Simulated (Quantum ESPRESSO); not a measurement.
# TiO2 (P4_2/mnm) in Quantum ESPRESSO: a series of runs, part 2 of 2

Quantum ESPRESSO 7.5. The steps go on from the part before.

**3. Dielectric tensor, PBEsol**

File pw.in:

```
&CONTROL
  calculation = 'scf'
  prefix = 'pwscf'
  outdir = './tmp'
  pseudo_dir = './pseudo'
  tprnfor = .true.
  tstress = .true.
  disk_io = 'low'
/
&SYSTEM
  ibrav = 0
  celldm(1) = 8
  nat = 6
  ntyp = 2
  ecutwfc = 84
  nbnd = 33
  occupations = 'smearing'
  smearing = 'fd'
  degauss = 0.00367493
/
&ELECTRONS
  conv_thr = 1.2d-09
  electron_maxstep = 120
  mixing_beta = 0.5
/
ATOMIC_SPECIES
Ti    47.8670 Ti.upf
O     15.9990 O.upf
CELL_PARAMETERS alat
  1.0865540950003   0.0000000000000   0.0000000000000
  0.0000000000000   1.0865540950003   0.0000000000000
  0.0000000000000   0.0000000000000   0.6990128965849
ATOMIC_POSITIONS crystal
Ti     0.0000000000    0.0000000000    0.5000000000
Ti     0.5000000000    0.5000000000    0.0000000000
O      0.3043213200    0.3043213200    0.5000000000
O      0.1956786800    0.8043213200    0.0000000000
O      0.8043213200    0.1956786800    0.0000000000
O      0.6956786800    0.6956786800    0.5000000000
K_POINTS automatic
4 4 6 1 1 1
```

File gamma.in:

```
&CONTROL
  calculation = 'bands'
  prefix = 'pwscf'
  outdir = './tmp'
  pseudo_dir = './pseudo'
  disk_io = 'low'
  verbosity = 'high'
/
&SYSTEM
  ibrav = 0
  celldm(1) = 8
  nat = 6
  ntyp = 2
  ecutwfc = 84
  nbnd = 33
  occupations = 'smearing'
  smearing = 'fd'
  degauss = 0.00367493
/
&ELECTRONS
  conv_thr = 1d-08
  electron_maxstep = 120
  mixing_beta = 0.5
  diago_full_acc = .true.
  startingwfc = 'random'
/
ATOMIC_SPECIES
Ti    47.8670 Ti.upf
O     15.9990 O.upf
CELL_PARAMETERS alat
  1.0865540950003   0.0000000000000   0.0000000000000
  0.0000000000000   1.0865540950003   0.0000000000000
  0.0000000000000   0.0000000000000   0.6990128965849
ATOMIC_POSITIONS crystal
Ti     0.0000000000    0.0000000000    0.5000000000
Ti     0.5000000000    0.5000000000    0.0000000000
O      0.3043213200    0.3043213200    0.5000000000
O      0.1956786800    0.8043213200    0.0000000000
O      0.8043213200    0.1956786800    0.0000000000
O      0.6956786800    0.6956786800    0.5000000000
K_POINTS crystal
1
0.0 0.0 0.0 1
```

File scf2.in:

```
&CONTROL
  calculation = 'scf'
  prefix = 'pwscf'
  outdir = './tmp'
  pseudo_dir = './pseudo'
  tprnfor = .true.
  tstress = .true.
  disk_io = 'low'
/
&SYSTEM
  ibrav = 0
  celldm(1) = 8
  nat = 6
  ntyp = 2
  ecutwfc = 84
  nbnd = 33
  occupations = 'fixed'
/
&ELECTRONS
  conv_thr = 1d-13
  electron_maxstep = 120
  mixing_beta = 0.5
  startingpot = 'file'
/
ATOMIC_SPECIES
Ti    47.8670 Ti.upf
O     15.9990 O.upf
CELL_PARAMETERS alat
  1.0865540950003   0.0000000000000   0.0000000000000
  0.0000000000000   1.0865540950003   0.0000000000000
  0.0000000000000   0.0000000000000   0.6990128965849
ATOMIC_POSITIONS crystal
Ti     0.0000000000    0.0000000000    0.5000000000
Ti     0.5000000000    0.5000000000    0.0000000000
O      0.3043213200    0.3043213200    0.5000000000
O      0.1956786800    0.8043213200    0.0000000000
O      0.8043213200    0.1956786800    0.0000000000
O      0.6956786800    0.6956786800    0.5000000000
K_POINTS automatic
4 4 6 1 1 1
```

File ph.in:

```
dielectric of TiO2
&INPUTPH
  prefix = 'pwscf'
  outdir = './tmp'
  tr2_ph = 1d-18
  fildyn = 'dyn'
  niter_ph = 90
  alpha_mix(1) = 0.7
  epsil = .true.
  trans = .false.
  zeu = .true.
/
0.0000000000 0.0000000000 0.0000000000
```

Potentials or basis: PseudoDojo 0.4.1 SR PBEsol standard.

Command:

```console
$ OMP_NUM_THREADS=1 pw.x -in pw.in > pw.out
$ OMP_NUM_THREADS=1 pw.x -in gamma.in > gamma.out
$ OMP_NUM_THREADS=1 pw.x -in scf2.in > scf2.out
$ OMP_NUM_THREADS=1 ph.x -in ph.in > ph.out
```

pw.out:

```text
This program is part of the open-source Quantum ESPRESSO suite
     for quantum simulation of materials; please cite
[... 9 lines left out ...]
     --------------------
     sticks:   dense  smooth     PW     G-vecs:    dense   smooth      PW
     Sum        2025    2025    577                43961    43961    6641

     Using Slab Decomposition

     bravais-lattice index     =            0
     lattice parameter (alat)  =       8.0000  a.u.
     unit-cell volume          =     422.5303 (a.u.)^3
     number of atoms/cell      =            6
     number of atomic types    =            2
     number of electrons       =        48.00
     number of Kohn-Sham states=           33
     kinetic-energy cutoff     =      84.0000  Ry
     charge density cutoff     =     336.0000  Ry
     scf convergence threshold =      1.2E-09
     mixing beta               =       0.5000
     number of iterations used =            8  plain     mixing
     Exchange-correlation= PBESOL
                           (   1   4  10   8   0   0   0)

     celldm(1)=   8.000000  celldm(2)=   0.000000  celldm(3)=   0.000000
     celldm(4)=   0.000000  celldm(5)=   0.000000  celldm(6)=   0.000000

     crystal axes: (cart. coord. in units of alat)
               a(1) = (   1.086554   0.000000   0.000000 )
               a(2) = (   0.000000   1.086554   0.000000 )
               a(3) = (   0.000000   0.000000   0.699013 )

     reciprocal axes: (cart. coord. in units 2 pi/alat)
               b(1) = (  0.920341  0.000000  0.000000 )
               b(2) = (  0.000000  0.920341  0.000000 )
               b(3) = (  0.000000  0.000000  1.430589 )

     PseudoPot. # 1 for Ti read from file:
     Ti.upf
     Pseudo is Norm-conserving + core correction, Zval = 12.0
     Generated using ONCVPSP code by D. R. Hamann
     Using radial grid of 1586 points,  6 beta functions with:
                l(1) =   0
                l(2) =   0
                l(3) =   1
                l(4) =   1
                l(5) =   2
                l(6) =   2

     PseudoPot. # 2 for O  read from file:
     O.upf
     Pseudo is Norm-conserving + core correction, Zval =  6.0
     Generated using ONCVPSP code by D. R. Hamann
     Using radial grid of  936 points,  5 beta functions with:
                l(1) =   0
                l(2) =   0
                l(3) =   1
                l(4) =   1
                l(5) =   2

     atomic species   valence    mass     pseudopotential
     Ti               12.00    47.86700     Ti( 1.00)
     O                 6.00    15.99900     O ( 1.00)

     16 Sym. Ops., with inversion, found ( 8 have fractional translation)

   Cartesian axes

     site n.     atom                  positions (alat units)
         1        Ti     tau(   1) = (   0.0000000   0.0000000   0.3495064  )
         2        Ti     tau(   2) = (   0.5432770   0.5432770   0.0000000  )
         3        O      tau(   3) = (   0.3306616   0.3306616   0.3495064  )
         4        O      tau(   4) = (   0.2126155   0.8739386   0.0000000  )
         5        O      tau(   5) = (   0.8739386   0.2126155   0.0000000  )
         6        O      tau(   6) = (   0.7558925   0.7558925   0.3495064  )

     number of k points=     9  Fermi-Dirac smearing, width (Ry)=  0.0037
                       cart. coord. in units 2pi/alat
        k(    1) = (   0.1150426   0.1150426   0.1192157), wk =   0.1666667
        k(    2) = (   0.1150426   0.1150426   0.3576472), wk =   0.1666667
        k(    3) = (   0.1150426   0.1150426   0.5960787), wk =   0.1666667
        k(    4) = (   0.1150426   0.3451278   0.1192157), wk =   0.3333333
        k(    5) = (   0.1150426   0.3451278   0.3576472), wk =   0.3333333
        k(    6) = (   0.1150426   0.3451278   0.5960787), wk =   0.3333333
        k(    7) = (   0.3451278   0.3451278   0.1192157), wk =   0.1666667
        k(    8) = (   0.3451278   0.3451278   0.3576472), wk =   0.1666667
        k(    9) = (   0.3451278   0.3451278   0.5960787), wk =   0.1666667

     Dense  grid:    43961 G-vectors     FFT dimensions: (  54,  54,  36)

     Initial potential from superposition of free atoms

     starting charge      47.9970, renormalised to      48.0000
     Starting wfcs are   36 randomized atomic wfcs

     Self-consistent Calculation

     iteration #  1     ecut=    84.00 Ry     beta= 0.50
     Davidson diagonalization with overlap
     ethr =  1.00E-02,  avg # of iterations =  2.0

     total energy              =    -368.72548106 Ry
     estimated scf accuracy    <       2.65027571 Ry

     iteration #  2     ecut=    84.00 Ry     beta= 0.50
     Davidson diagonalization with overlap
     ethr =  5.52E-03,  avg # of iterations =  4.0

     total energy              =    -367.73977713 Ry
     estimated scf accuracy    <      10.94454003 Ry

     iteration #  3     ecut=    84.00 Ry     beta= 0.50
     Davidson diagonalization with overlap
     ethr =  5.52E-03,  avg # of iterations =  2.7

     total energy              =    -369.83611992 Ry
     estimated scf accuracy    <       0.39598208 Ry

     iteration #  4     ecut=    84.00 Ry     beta= 0.50
     Davidson diagonalization with overlap
     ethr =  8.25E-04,  avg # of iterations =  2.1

     total energy              =    -369.77201954 Ry
     estimated scf accuracy    <       0.19058380 Ry

     iteration #  5     ecut=    84.00 Ry     beta= 0.50
     Davidson diagonalization with overlap
     ethr =  3.97E-04,  avg # of iterations =  1.3
[... 43 lines left out ...]
     total energy              =    -369.80925727 Ry
     estimated scf accuracy    <       0.00000370 Ry

     iteration # 12     ecut=    84.00 Ry     beta= 0.50
     Davidson diagonalization with overlap
     ethr =  2.82E-09,  avg # of iterations =  3.2

     total energy              =    -369.80925789 Ry
     estimated scf accuracy    <       0.00000003 Ry

     iteration # 13     ecut=    84.00 Ry     beta= 0.50
     Davidson diagonalization with overlap
     ethr =  5.26E-11,  avg # of iterations =  4.3

     total energy              =    -369.80925790 Ry
     estimated scf accuracy    <       0.00000002 Ry

     iteration # 14     ecut=    84.00 Ry     beta= 0.50
     Davidson diagonalization with overlap
     ethr =  3.63E-11,  avg # of iterations =  2.1

     End of self-consistent calculation

          k = 0.1150 0.1150 0.1192 (  5486 PWs)   bands (ev):

   -47.6316 -47.6172 -24.0728 -24.0496 -23.9368 -23.9101 -23.9015 -23.8732
    -8.9144  -7.8586  -7.3095  -7.2061   3.3964   3.8623   4.2680   5.0900
     5.1027   6.2727   6.5869   6.8065   7.6273   8.1220   8.2397   8.8296
    11.0661  11.4285  11.4581  11.7354  11.8014  13.4046  13.7579  15.3094
    15.5339

          k = 0.1150 0.1150 0.3576 (  5491 PWs)   bands (ev):

   -47.6118 -47.6012 -24.1052 -24.0844 -24.0188 -23.9957 -23.9173 -23.9031
    -8.4282  -7.5956  -7.4971  -7.4296   4.0170   4.3720   4.5288   4.8921
     5.2234   5.5650   6.1930   6.9333   7.1946   7.4377   7.6654   8.5130
    11.1596  11.6350  11.9356  12.1104  12.2266  13.0315  14.2142  14.7641
    15.1091

          k = 0.1150 0.1150 0.5961 (  5517 PWs)   bands (ev):

   -47.5904 -47.5865 -24.2920 -24.2842 -23.9527 -23.9420 -23.9117 -23.9076
    -7.9252  -7.6516  -7.6448  -7.3679   4.3256   4.6092   4.7173   4.8416
     5.2399   5.8440   6.1917   6.4470   6.5867   7.3334   7.5236   7.5647
    11.3809  12.0042  12.1290  12.2710  12.4706  12.8903  14.1416  14.7159
    15.0556

          k = 0.1150 0.3451 0.1192 (  5489 PWs)   bands (ev):

   -47.6273 -47.6214 -24.0554 -24.0169 -23.9734 -23.9328 -23.8911 -23.8793
    -8.5521  -8.0490  -7.4507  -7.3235   3.7475   4.1612   4.8271   5.0610
     5.3543   6.0787   6.1951   6.7390   7.0049   7.4417   8.0288   8.4242
    11.3527  11.6147  11.7621  12.0511  12.2674  12.9274  14.5087  15.0673
    15.3512
[... 19 lines left out ...]
   -47.6256 -47.6231 -24.0817 -24.0611 -23.9292 -23.9046 -23.8892 -23.8847
    -8.4370  -8.2327  -7.3838  -7.2997   3.4820   3.7725   4.8362   4.9464
     5.8022   6.4020   6.7615   7.0702   7.3545   7.3627   7.5772   8.0219
    11.0265  11.3632  11.5583  11.7989  12.5941  12.8602  14.7085  15.1079
    15.4193

          k = 0.3451 0.3451 0.3576 (  5492 PWs)   bands (ev):

   -47.6073 -47.6055 -24.0984 -24.0913 -24.0258 -24.0036 -23.9117 -23.8993
    -8.0398  -7.8814  -7.5395  -7.5100   4.0265   4.2977   4.3229   4.4185
     5.8502   6.1723   6.5208   6.9609   7.1843   7.2889   7.5735   7.9445
    11.5968  11.6350  11.8713  12.0026  12.3038  12.5089  14.5310  15.0191
    15.0988

          k = 0.3451 0.3451 0.5961 (  5498 PWs)   bands (ev):

   -47.5887 -47.5881 -24.2899 -24.2852 -23.9561 -23.9461 -23.9105 -23.9070
    -7.8880  -7.7205  -7.5648  -7.3892   4.0172   4.2732   4.4716   4.6276
     5.2809   5.6868   6.3550   6.3981   7.3773   7.5915   8.0244   8.2469
    11.2347  11.7561  12.0944  12.1572  12.2283  12.6305  14.2772  15.0053
    15.0387

     the Fermi energy is     9.8772 ev

!    total energy              =    -369.80925790 Ry
     estimated scf accuracy    <          6.0E-10 Ry
     smearing contrib. (-TS)   =      -0.00000000 Ry
     internal energy E=F+TS    =    -369.80925790 Ry

     The total energy is F=E-TS. E is the sum of the following terms:
     one-electron contribution =    -123.30176369 Ry
     hartree contribution      =      85.01200871 Ry
     xc contribution           =     -67.43187569 Ry
     ewald contribution        =    -264.08762723 Ry

     convergence has been achieved in  14 iterations

     Forces acting on atoms (cartesian axes, Ry/au):

     atom    1 type  1   force =     0.00000000    0.00000000    0.00000000
     atom    2 type  1   force =     0.00000000    0.00000000    0.00000000
     atom    3 type  2   force =     0.00230710    0.00230710    0.00000000
     atom    4 type  2   force =    -0.00230710    0.00230710    0.00000000
     atom    5 type  2   force =     0.00230710   -0.00230710    0.00000000
     atom    6 type  2   force =    -0.00230710   -0.00230710    0.00000000

     Total force =     0.006525     Total SCF correction =     0.000001

     Computing stress (Cartesian axis) and pressure

          total   stress  (Ry/bohr**3)                   (kbar)     P=      -33.51
  -0.00018285   0.00000000   0.00000000          -26.90        0.00        0.00
   0.00000000  -0.00018285   0.00000000            0.00      -26.90        0.00
   0.00000000   0.00000000  -0.00031769            0.00        0.00      -46.73

=------------------------------------------------------------------------------=
   JOB DONE.
=------------------------------------------------------------------------------=
```

Wall time 14 min (1 thread of Intel Xeon at 2.50GHz (Skylake/Cascade Lake), shared host); peak memory 0.12 GiB.

What came out:

| Property | Result |
| --- | --- |
| Free energy | -5031.5113 eV |
| Pressure | -3.4 GPa |
| Largest force | 0.084 eV/Å |
| Electronic dielectric tensor (diagonal) | 7.43, 7.43, 8.71 |
| Born charges (mean of the diagonal) | Ti +6.73; O -3.37 e |

Forces on the atoms (eV/Å):
```
Ti   0.000  0.000  0.000
Ti   0.000  0.000  0.000
O    0.059  0.059  0.000
O   -0.059  0.059  0.000
O    0.059 -0.059  0.000
O   -0.059 -0.059  0.000
```

Stress tensor (GPa, compression positive):
```
-2.69  0.00  0.00
 0.00 -2.69  0.00
 0.00  0.00 -4.68
```

Levels at points of the mesh, in eV from the valence-band top:
```csv
k point,band 20,band 21,band 22,band 23,band 24,band 25,band 26,band 27,band 28,band 29
"(0.12, 0.12, 0.08)",-2.02,-1.20,-0.71,-0.59,0.00,2.24,2.60,2.63,2.91,2.97
```

Electronic dielectric tensor:
```
7.43 0.00 0.00
0.00 7.43 0.00
0.00 0.00 8.71
```

Born effective charge tensors (e):
atom 1, Ti
```
6.29 1.01 0.00
1.01 6.29 0.00
0.00 0.00 7.61
```
atom 2, Ti
```
 6.29 -1.01  0.00
-1.01  6.29  0.00
 0.00  0.00  7.61
```
atom 3, O
```
-3.15 -1.80  0.00
-1.80 -3.15  0.00
 0.00  0.00 -3.80
```
atom 4, O
```
-3.15  1.80  0.00
 1.80 -3.15  0.00
 0.00  0.00 -3.80
```
atom 5, O
```
-3.15  1.80  0.00
 1.80 -3.15  0.00
 0.00  0.00 -3.80
```
atom 6, O
```
-3.15 -1.80  0.00
-1.80 -3.15  0.00
 0.00  0.00 -3.80
```

Caveat: the cell is more than 3 GPa from zero pressure, which shifts response properties.
